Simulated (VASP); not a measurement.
# PbSe (Clausthalite) (Fm-3m) in VASP: a series of runs

One crystal, PbSe (Clausthalite), is run at these levels: PBE, PBEsol, SCAN, PBE0; tasks: relaxation of cell and atoms, single point.

Program: VASP 6.6.1. These are calculated values, not measurements. Logs are shortened: lines on timing, memory, paths and dates and some standing lists are left out, and cuts for length are marked.

**Experimental background.**

From a printed reference work, monograph, for a bulk crystal of PbSe: band gap 0.15 eV (direct) at 4.2 K; band gap 0.28 eV (direct) at 300 K.

How close the calculation comes is told below.

## 1. The structure

Symmetry: Fm-3m, No. 225, cubic system. The conventional cell has a = 6.124 Å, b = 6.124 Å, c = 6.124 Å, α = 90.00°, β = 90.00°, γ = 90.00°. Pb (site symmetry m-3m) is surrounded by 6 Se at 3.06 Å. Se (site symmetry m-3m) has 6 Pb at 3.06 Å as nearest neighbours.

## 2. Relaxation of cell and atoms, PBE

File INCAR:

```
SYSTEM = PbSe
PREC = Accurate
ENCUT = 520
EDIFF = 1E-6
ISMEAR = 0
SIGMA = 0.02
LREAL = .FALSE.
LASPH = .TRUE.
NELM = 100
ALGO = Normal
ISIF = 3
LWAVE = .FALSE.
LCHARG = .FALSE.
GGA = PE
IBRION = 2
NSW = 40
EDIFFG = -0.003
```

File KPOINTS:

```
Automatic mesh
0
G
  8 8 8
  0 0 0
```

File POSCAR:

```
PbSe
1.0
    0.0000000000      3.0621500000      3.0621500000
    3.0621500000      0.0000000000      3.0621500000
    3.0621500000      3.0621500000      0.0000000000
Pb Se
1 1
Direct
    0.0000000000      0.0000000000      0.0000000000
    0.5000000000      0.5000000000      0.5000000000
```

Potentials or basis: VASP PAW PBE potentials, release 64 (Pb_d, Se).

Command:

```
cat potpaw_PBE.64/Pb_d/POTCAR potpaw_PBE.64/Se/POTCAR > POTCAR
mpirun -np 1 vasp_std > vasp.out
```

OUTCAR:

```text
SYSTEM = PbSe
   PREC = Accurate
   ENCUT = 520
   EDIFF = 1E-6
   ISMEAR = 0
   LREAL = .FALSE.
   LASPH = .TRUE.
   NELM = 100
   ISIF = 3
   GGA = PE
   IBRION = 2
   NSW = 40
   EDIFFG = -0.003

 ion  position               nearest neighbor table
   1  0.000  0.000  0.000-   2 3.06   2 3.06   2 3.06   2 3.06   2 3.06   2 3.06
   2  0.500  0.500  0.500-   1 3.06   1 3.06   1 3.06   1 3.06   1 3.06   1 3.06

  LATTYP: Found a face centered cubic cell.
 ALAT       =     6.1243000000

  Lattice vectors:

 A1 = (   0.0000000000,   3.0621500000,   3.0621500000)
 A2 = (   3.0621500000,   0.0000000000,   3.0621500000)
 A3 = (   3.0621500000,   3.0621500000,   0.0000000000)

Analysis of symmetry for initial positions (statically):
=====================================================================
 Subroutine PRICEL returns:
 Original cell was already a primitive cell.

 Routine SETGRP: Setting up the symmetry group for a
 face centered cubic supercell.

 Subroutine GETGRP returns: Found 48 space group operations
 (whereof 48 operations were pure point group operations)
 out of a pool of 48 trial point group operations.

The static configuration has the point symmetry O_h .

Analysis of symmetry for dynamics (positions and initial velocities):
=====================================================================
 Subroutine PRICEL returns:
 Original cell was already a primitive cell.

 Routine SETGRP: Setting up the symmetry group for a
 face centered cubic supercell.

 Subroutine GETGRP returns: Found 48 space group operations
 (whereof 48 operations were pure point group operations)
 out of a pool of 48 trial point group operations.

The dynamic configuration has the point symmetry O_h .

 Subroutine INISYM returns: Found 48 space group operations
 (whereof 48 operations are pure point group operations),
 and found     1 'primitive' translations

----------------------------------------------------------------------------------------

                                     Primitive cell

  volume of cell :      57.4261

  direct lattice vectors                    reciprocal lattice vectors
     0.000000000  3.062150000  3.062150000    -0.163283967  0.163283967  0.163283967
     3.062150000  0.000000000  3.062150000     0.163283967 -0.163283967  0.163283967
     3.062150000  3.062150000  0.000000000     0.163283967  0.163283967 -0.163283967

  length of vectors
     4.330534060  4.330534060  4.330534060     0.282816127  0.282816127  0.282816127

  position of ions in fractional coordinates (direct lattice)
     0.000000000  0.000000000  0.000000000
     0.500000000  0.500000000  0.500000000

  ion indices of the primitive-cell ions
   primitive index   ion index
                 1           1
                 2           2

----------------------------------------------------------------------------------------

 KPOINTS: Automatic mesh

Automatic generation of k-mesh.
 Grid dimensions read from file:
 generate k-points for:    8    8    8

 Generating k-lattice:

  Cartesian coordinates                     Fractional coordinates (reciprocal lattice)
    -0.020410496  0.020410496  0.020410496     0.125000000  0.000000000  0.000000000
     0.020410496 -0.020410496  0.020410496     0.000000000  0.125000000  0.000000000
     0.020410496  0.020410496 -0.020410496     0.000000000  0.000000000  0.125000000

  Length of vectors
     0.035352016  0.035352016  0.035352016

  Shift w.r.t. Gamma in fractional coordinates (k-lattice)
     0.000000000  0.000000000  0.000000000

 Subroutine IBZKPT returns following result:
 ===========================================

 Found     29 irreducible k-points:

 Following reciprocal coordinates:
            Coordinates               Weight
  0.000000  0.000000  0.000000      1.000000
  0.125000  0.000000  0.000000      8.000000
  0.250000  0.000000  0.000000      8.000000
  0.375000  0.000000  0.000000      8.000000
  0.500000  0.000000  0.000000      4.000000
  0.125000  0.125000  0.000000      6.000000
[... 16 lines left out ...]
  0.500000  0.250000  0.125000     48.000000
 -0.375000  0.250000  0.125000     24.000000
 [... further k-points ...]
   k-points           NKPTS =     29   k-points in BZ     NKDIM =     29   number of bands    NBANDS=     14
   number of dos      NEDOS =    301   number of ions     NIONS =      2
   total plane-waves  NPLWV =  32768
   dimension x,y,z NGX =    32 NGY =   32 NGZ =   32
   dimension x,y,z NGXF=    64 NGYF=   64 NGZF=   64
   ions per type =               1   1
   NGX,Y,Z   is equivalent  to a cutoff of  12.28, 12.28, 12.28 a.u.
   NGXF,Y,Z  is equivalent  to a cutoff of  24.57, 24.57, 24.57 a.u.
 SYSTEM =  PbSe
   PREC   = accura    normal or accurate (medium, high low for compatibility)
   ISTART =      0    job   : 0-new  1-cont  2-samecut
   ICHARG =      2    charge: 1-file 2-atom 10-const
   ISPIN  =      1    spin polarized calculation?
   LNONCOLLINEAR =      F non collinear calculations
   LSORBIT =      F    spin-orbit coupling
   LASPH  =      T    aspherical Exc in radial PAW
   ENCUT  =  520.0 eV  38.22 Ry    6.18 a.u.   8.05  8.05  8.05*2*pi/ulx,y,z
   NELM   =    100;   NELMIN=  2; NELMDL= -5     # of ELM steps
   EDIFF  = 0.1E-05   stopping-criterion for ELM
   LREAL  =      F    real-space projection
   EDIFFG = -.3E-02   stopping-criterion for IOM
   NSW    =     40    number of steps for IOM
   IBRION =      2    ionic relax: 0-MD 1-quasi-New 2-CG
   NFREE  =      1    steps in history (QN), initial steepest desc. (CG)
   ISIF   =      3    stress and relaxation
   ISYM   =      2    0-nonsym 1-usesym 2-fastsym
   POTIM  = 0.5000    time-step for ionic-motion
   TEBEG  =    0.0;   TEEND  =   0.0 temperature during run
   PSTRESS=    0.0 pullay stress
   NELECT =      20.0000    total number of electrons
   NUPDOWN=      -1.0000    fix difference up-down
   EMIN   =  10.00;   EMAX   =-10.00  energy-range for DOS
   EFERMI =   0.00;   METHOD = LEGACY
   ISMEAR =     0;   SIGMA  =   0.02  broadening in eV -4-tet -1-fermi 0-gaus
   EFERMI_NEDOS =   21; number of points for ismear=-14 and -15
   IALGO  =     38    algorithm
   IMIX   =      4    mixing-type and parameters
     AMIX     =   0.40;   BMIX     =  1.00
     AMIX_MAG =   1.60;   BMIX_MAG =  1.00
  volume/ion in A,a.u.               =      28.71       193.77
  Fermi-wavevector in a.u.,A,eV,Ry     =   1.151812  2.176610 18.050462  1.326672
  Thomas-Fermi vector in A             =   2.288467
   LORBIT       =      0    0 simple, 1 ext, 2 COOP (PROOUT), +10 PAW based schemes
   GGA     = PE    functional components
   LHFCALC =     F    Hartree Fock is set to
   AEXX    =    0.0000 exact exchange contribution
   IVDW    =     0    specifies the selected vdW correction
   LEPSILON=     F    determine dielectric tensor
   LRPA    =     F    only Hartree local field effects (RPA)
 conjugate gradient relaxation of ions
 non-spin polarized calculation
 Gauss-broadening in eV      SIGMA  =   0.02
  energy-cutoff  :      520.00
  volume of cell :       57.43
 maximum number of plane-waves:      1572
   NGX = 17   NGY = 17   NGZ = 17

--------------------------------------- Ionic step        1  -------------------------------------------

 number of electron      20.0000000 magnetization

 Free energy of the ion-electron system (eV)
  ---------------------------------------------------
  ext. energy  EPLUGINS =         0.00000000
  ---------------------------------------------------
  free energy    TOTEN  =        -8.17961456 eV

  energy without entropy =       -8.17961456  energy(sigma->0) =       -8.17961456

 E-fermi :   5.1600     XC(G=0):  -9.5234

 val. band max:        5.0501612247   @ k =   0.5000   0.0000   0.0000
 cond. band min:       5.3465334189   @ k =   0.5000   0.0000   0.0000
 fundamental gap:      0.2963721941
 Fermi energy:         5.1600263292

 k-point     1 :       0.0000    0.0000    0.0000
  band No.  band energies     occupation
      1     -11.7834      2.00000
      2     -11.7834      2.00000
      3     -11.7834      2.00000
      4     -11.7794      2.00000
      5     -11.7794      2.00000
      6      -8.5310      2.00000
      7      -1.2558      2.00000
      8       3.1788      2.00000
      9       3.1788      2.00000
     10       3.1788      2.00000
     11       9.7593      0.00000
     12       9.7593      0.00000
     13       9.7593      0.00000
     14      11.5699      0.00000

 k-point     2 :       0.1250    0.0000    0.0000
  band No.  band energies     occupation
      1     -11.7841      2.00000
      2     -11.7841      2.00000
      3     -11.7829      2.00000
      4     -11.7776      2.00000
      5     -11.7776      2.00000
      6      -8.4129      2.00000
      7      -1.6483      2.00000
      8       3.2197      2.00000
      9       3.2197      2.00000
     10       3.4537      2.00000
[... 472 lines left out ...]
 POSITION                                       TOTAL-FORCE (eV/Angst)
 -----------------------------------------------------------------------------------
      0.00000      0.00000      0.00000        -0.000000     -0.000000     -0.000000
      3.10839      3.10839      3.10839         0.000000      0.000000      0.000000
 -----------------------------------------------------------------------------------
    total drift:                                0.000000     -0.000000     -0.000000

  FREE ENERGIE OF THE ION-ELECTRON SYSTEM (eV)
  ---------------------------------------------------
  free  energy   TOTEN  =        -8.1980203371 eV

  energy  without entropy=       -8.1980203371  energy(sigma->0) =       -8.19802034

--------------------------------------- Ionic step        4  -------------------------------------------

 number of electron      19.9999995 magnetization

 Free energy of the ion-electron system (eV)
  ---------------------------------------------------
  ext. energy  EPLUGINS =         0.00000000
  ---------------------------------------------------
  free energy    TOTEN  =        -8.19801354 eV

  energy without entropy =       -8.19801354  energy(sigma->0) =       -8.19801354

 E-fermi :   4.6004     XC(G=0):  -9.3134

 val. band max:        4.4621171829   @ k =   0.5000   0.0000   0.0000
 cond. band min:       4.9013333871   @ k =   0.5000   0.0000   0.0000
 fundamental gap:      0.4392162043
 Fermi energy:         4.6003706392

 k-point     1 :       0.0000    0.0000    0.0000
  band No.  band energies     occupation
      1     -12.2712      2.00000
      2     -12.2712      2.00000
      3     -12.2712      2.00000
      4     -12.2650      2.00000
      5     -12.2650      2.00000
      6      -8.7083      2.00000
      7      -1.8813      2.00000
      8       2.8288      2.00000
      9       2.8288      2.00000
     10       2.8288      2.00000
     11       9.1014      0.00000
     12       9.1014      0.00000
     13       9.1014      0.00000
     14      11.1130      0.00000

 k-point     2 :       0.1250    0.0000    0.0000
  band No.  band energies     occupation
      1     -12.2707      2.00000
      2     -12.2704      2.00000
      3     -12.2704      2.00000
      4     -12.2649      2.00000
      5     -12.2649      2.00000
      6      -8.5999      2.00000
      7      -2.2131      2.00000
      8       2.8666      2.00000
      9       2.8666      2.00000
     10       3.0543      2.00000
[... 400 lines left out ...]
 POSITION                                       TOTAL-FORCE (eV/Angst)
 -----------------------------------------------------------------------------------
      3.10932      3.10932      0.00000        -0.000000      0.000000      0.000000
      3.10932      3.10932      3.10932         0.000000     -0.000000     -0.000000
 -----------------------------------------------------------------------------------
    total drift:                                0.000000     -0.000000     -0.000000

  FREE ENERGIE OF THE ION-ELECTRON SYSTEM (eV)
  ---------------------------------------------------
  free  energy   TOTEN  =        -8.1980135412 eV

  energy  without entropy=       -8.1980135412  energy(sigma->0) =       -8.19801354

 reached required accuracy - stopping structural energy minimisation
```

Run time: 19 s. Hardware: 1 thread of Intel Xeon 6975P-C (Granite Rapids), shared host; peak memory 0.19 GiB.

What came out:

* Free energy: -8.1980 eV
* Relaxed volume: 30.06 Å³/atom
* Relaxed cell: a = 4.397 Å, b = 4.397 Å, c = 4.397 Å, α = 60.00°, β = 60.00°, γ = 60.00°
* Space group after relaxing (to 0.05 Å): Fm-3m (No. 225)
* Energy gained by relaxing: 9.2 meV/atom
* Ionic steps: 4
* Pressure after relaxing: 0.0 GPa
* Band gap on the k mesh: 0.44 eV, direct

Step by step:
```
step  energy change (eV)  largest force (eV/Å)  pressure (GPa)  volume (Å³)
   1              0.0000                0.0000            2.32        57.43
   2             -0.0166                0.0000           -0.66        60.95
   3             -0.0184                0.0000            0.02        60.07
   4             -0.0184                0.0000           -0.01        60.12
```

Final structure:
```
Pb Se
1.0
     0.00000    3.10932    3.10932
     3.10932    0.00000    3.10932
     3.10932    3.10932    0.00000
Pb Se
1 1
Direct
  0.00000 0.00000 0.00000
  0.50000 0.50000 0.50000
```

Caveat: spin-orbit coupling is left out, which as a rule narrows the gap of such compounds by several tenths of an eV. Zero-point motion and thermal expansion aren't in these numbers.

## 3. Single point, PBEsol

File INCAR:

```
PREC = Accurate ; ENCUT = 520
EDIFF = 1E-6 ; ISMEAR = 0
SIGMA = 0.02 ; LREAL = F
LASPH = T ; NELM = 60
ALGO = Fast ; ISIF = 2
LWAVE = F ; LCHARG = T
GGA = PS ; LELF = T
LVHAR = T ; NBANDS = 17
```

File KPOINTS:

```
regular mesh
0
Gamma
  8 8 8
```

POSCAR is that of step 2.

Potentials or basis: VASP PAW PBE potentials, release 64 (Pb_d, Se).

Command:

```
cat potpaw_PBE.64/Pb_d/POTCAR potpaw_PBE.64/Se/POTCAR > POTCAR
mpirun -np 1 vasp_std > vasp.out
```

Run time: 10 s. Hardware: 1 thread of Intel Xeon 6975P-C (Granite Rapids), shared host; peak memory 0.18 GiB.

Results (log left out):

```yaml
Free_energy: -8.9167 eV
Pressure: -0.6 GPa
Band_gap_on_the_k_mesh: 0.21 eV, direct
```

Levels at points of the mesh, in eV from the valence-band top:
| k point | band 8 | band 9 | band 10 | band 11 | band 12 | band 13 |
| --- | --- | --- | --- | --- | --- | --- |
| (0.00, 0.00, 0.00) | -1.86 | -1.86 | -1.86 | 4.68 | 4.68 | 4.68 |
| (0.50, 0.00, 0.00) | -1.45 | -1.45 | 0.00 | 0.21 | 1.66 | 1.66 |
| (0.50, 0.50, 0.00) | -5.01 | -3.24 | -3.24 | 3.59 | 5.58 | 5.58 |

Caveat: the PAW data sets were made with another functional, which shifts forces and pressure a little; spin-orbit coupling is left out, which as a rule narrows the gap of such compounds by several tenths of an eV.

## 4. Single point, SCAN

File INCAR:

```
SYSTEM = PbSe
PREC     = Accurate       ! precision mode
ENCUT    = 520            ! plane-wave cutoff, eV
EDIFF    = 1E-7           ! SCF threshold, eV
ISMEAR   = 0              ! smearing method
SIGMA    = 0.02           ! smearing width, eV
LREAL    = .FALSE.        ! projectors in reciprocal space
LASPH    = .TRUE.         ! aspherical terms in the spheres
NELM     = 80             ! most SCF steps
ALGO     = Normal         ! electronic algorithm
ISIF     = 2              ! what is computed and relaxed
LWAVE    = .FALSE.        ! write WAVECAR
LCHARG   = .FALSE.        ! write CHGCAR
METAGGA  = SCAN           ! meta-GGA
LMIXTAU  = .TRUE.
```

File KPOINTS:

```
Automatic mesh
0
G
  8 8 8
  0 0 0
```

POSCAR is that of step 3.

Command:

```
cat potpaw_PBE.64/Pb_d/POTCAR potpaw_PBE.64/Se/POTCAR > POTCAR
mpirun -np 1 vasp_std > vasp.out
```

Wall time 74 s (1 thread of Intel Xeon Platinum 8375C at 2.90GHz (Ice Lake), shared host); peak memory 0.19 GiB.

Results (log left out):

```
Free energy            : -96.9410 eV
Pressure               : 0.8 GPa
Band gap on the k mesh : 0.51 eV, direct
```

Levels at points of the mesh, in eV from the valence-band top:
```csv
k point,band 6,band 7,band 8,band 9,band 10,band 11,band 12,band 13,band 14
"(0.00, 0.00, 0.00)",-14.16,-6.55,-1.99,-1.99,-1.99,4.80,4.80,4.80,7.13
"(0.50, 0.00, 0.00)",-13.05,-9.20,-1.52,-1.52,0.00,0.51,1.77,1.77,9.18
"(0.50, 0.50, 0.00)",-12.65,-7.76,-5.11,-3.36,-3.36,4.18,5.78,5.78,6.34
```

Caveat: the PAW data sets were made with another functional, which shifts forces and pressure a little; spin-orbit coupling is left out, which as a rule narrows the gap of such compounds by several tenths of an eV.

## 5. Single point, PBE0, non-collinear spin, zero start, spin-orbit coupling

POSCAR is that of step 4.

File INCAR.step1:

```
PREC = Accurate
ENCUT = 520
EDIFF = 1E-5
ISMEAR = 0
SIGMA = 0.02
LREAL = F
LASPH = T
NELM = 80
ALGO = Normal
ISIF = 2
LWAVE = T
LCHARG = F
MAGMOM = 0 0 0 0 0 0
LORBIT = 11
LSORBIT = T
GGA_COMPAT = F
NBANDS = 32
GGA = PE
```

File INCAR.step2:

```
PREC = Accurate
ENCUT = 520
EDIFF = 1E-7
ISMEAR = 0
SIGMA = 0.02
LREAL = F
LASPH = T
NELM = 80
ALGO = Normal
ISIF = 2
LWAVE = F
LCHARG = F
MAGMOM = 0 0 0 0 0 0
LORBIT = 11
LSORBIT = T
GGA_COMPAT = F
GGA = PE
LHFCALC = T
AEXX = 0.25
PRECFOCK = Fast
HFRCUT = -1
NBANDS = 32
ISTART = 1
```

File KPOINTS:

```
regular mesh
0
Gamma
  6 6 6
```

Command:

```
cat potpaw_PBE.64/Pb_d/POTCAR potpaw_PBE.64/Se/POTCAR > POTCAR
cp INCAR.step1 INCAR
mpirun -np 1 vasp_ncl > vasp.out
cp INCAR.step2 INCAR
mpirun -np 1 vasp_ncl > vasp.out
```

Run time: 1.5 h. Hardware: 1 thread of Intel Xeon 6975P-C (Granite Rapids), shared host; peak memory 0.36 GiB.

Results (log left out):

- Free energy: -11.0957 eV
- Pressure: 1.0 GPa
- Net moment: 0.00 μB per cell
- Valence electrons inside the program's atomic spheres: Pb 11.87; Se 3.87

Moments on the atoms (μB; x, y, z):
```
Pb  0.00 0.00 0.00
Se  0.00 0.00 0.00
```

Caveat: the PAW data sets were made with another functional, which shifts forces and pressure a little.

## 6. Overview

| task | level | spin | cell | k mesh | grid for exact exchange (PRECFOCK) | exchange at q = 0 | gap on the mesh (eV) | pressure (GPa) |
| --- | --- | --- | --- | --- | --- | --- | --- | --- |
| relaxation of cell and atoms | PBE | off | relaxed | 8 × 8 × 8 | - | - | 0.44 | 0.0 |
| single point | PBEsol | off | as given | 8 × 8 × 8 | - | - | 0.21 | -0.6 |
| single point | SCAN | off | as given | 8 × 8 × 8 | - | - | 0.51 | 0.8 |
| single point | PBE0 | non-collinear, zero start, SOC | as given | 6 × 6 × 6 | Fast | truncated | - | 1.0 |

Alike in all rows: potentials or basis VASP PAW PBE potentials, release 64 (Pb_d, Se); cutoff (eV) 520; smearing gaussian 0.02 eV.

The pressure there spans -0.6 GPa (PBEsol) to 1.0 GPa (PBE0); a positive pressure means that this level wants a larger cell, a negative one a smaller.

Caveats: spin-orbit coupling is left out, which as a rule narrows the gap of such compounds by several tenths of an eV (some runs); the PAW data sets were made with another functional, which shifts forces and pressure a little (some runs).

Total energies depend on the potentials used, so only differences within one code and one set of settings carry meaning.

## 7. Comparison with measurements

Step 3. Against the measured gap of PbSe, 0.15 eV (direct; 4.2 K; a printed reference work, monograph), the calculated 0.21 eV is off by +0.06 eV. 2 values of this kind are on record (0.15 to 0.28 eV); this one was drawn at random. Spin-orbit coupling on Pb, Se is left out. The value is that of PBEsol on a finite k mesh, which can miss the band edges, without temperature or zero-point motion.

Step 4. Measured gap of PbSe: 0.28 eV (direct; 300 K; a printed reference work, monograph). This calculation gives 0.51 eV (+0.23 eV). 2 values of this kind are on record (0.15 to 0.28 eV); this one was drawn at random. Spin-orbit coupling on Pb, Se is left out. The value is that of SCAN on a finite k mesh, which can miss the band edges, without temperature or zero-point motion.
